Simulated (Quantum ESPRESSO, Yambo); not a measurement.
An input for Yambo 5.3.0 (GaAs (F-43m)):

```
HF_and_locXC
gw0
dyson
ppa
em1d
rim_cut
RandQpts= 1000000
RandGvec= 1 RL
EXXRLvcs= 104 Ry
VXCRLvcs= 416 Ry
Chimod= "HARTREE"
% BndsRnXp
 1 | 124 |
%
NGsBlkXp= 10.5 Ry
% LongDrXp
 1 | 1 | 1 |
%
% GbndRnge
 1 | 124 |
%
DysSolver= "n"
ExtendOut
PPAPntXp= 27.21138 eV
% QPkrange
 1 | 1 | 21 | 24 |
%
```

```sh
OMP_NUM_THREADS=1 mpirun -n 4 yambo -F gw8.in -J gw8 -C gw8 > gw8.log
```

The stored states that it reads are on a 4×4×4 mesh. The structure is cubic, space group F-43m (No. 216). Conventional cell: a = 5.654 Å, b = 5.654 Å, c = 5.654 Å, α = 90.00°, β = 90.00°, γ = 90.00°. Nearest to Ga lie 4 As at 2.45 Å. As has 4 Ga at 2.45 Å nearest. Farther neighbours are not listed.

Q: How long will it take on 4 MPI ranks of Arm Neoverse V2, shared host, and how much memory?

It took 1.7 min; on shared hardware allow 50 s to 3.3 min. Peak host memory was 2.1 GiB.

The screening grows as filled bands × empty bands × pairs of k points, times the square of the screening basis for the matrix.

[Paths, hosts, dates, memory and timing lines, banners, echoed tables and standing remarks are left out of the program output.]

[Logs are printed without paths, hosts, clocks, repeated set-up lines and the standing remarks that a program may print on its own settings, such as how far it seeks lower states.]

[Runs of the session that timed out or met a known fault of the program may be left out.]

[Hosts, paths, dates, database ids (printed as entryN), source tags and the programs' standing remarks are cut or masked in the printed files.]
